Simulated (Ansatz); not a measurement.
Runs of Ansatz 0.2.0 on SnO2. The structure is trigonal, space group R-3m (No. 166). Conventional cell: a = 3.234 Å, b = 3.234 Å, c = 14.402 Å, α = 90.00°, β = 90.00°, γ = 120.00°. Sn (site symmetry -3m) is surrounded by 6 O at 2.13 Å. O (site symmetry 3m) is surrounded by 3 Sn at 2.13 Å. Measurements of this composition are mostly on another form, of space group No. 136.

```csv
level,gap on the mesh (eV),pressure (GPa),relaxed volume (Å³/atom)
PBE+D4,1.53,0.0,(b)
PBE,1.99,0.0,(c)
PBE+D3(BJ)-ATM,1.61,0.0,(a)
PBE+D3(BJ),1.57,0.0,12.99
```

Alike in all rows: task relaxation of cell and atoms; potentials or basis Ansatz PAW; no spin polarisation; cell relaxed; k mesh 10 × 10 × 10; cutoff (eV) 420; smearing fermi-dirac 0.05 eV.

Task: Fill in the values left out.

Result: (a) 13.09; (b) 12.85; (c) 14.72.

Caveats: the plane-wave basis is chosen anew once the cell has moved, so the energies of steps on either side of that aren't comparable; spin-orbit coupling is left out, which moves the levels of the heavy elements.

A k mesh can miss the band edges, and the runs leave out spin-orbit coupling on Sn.
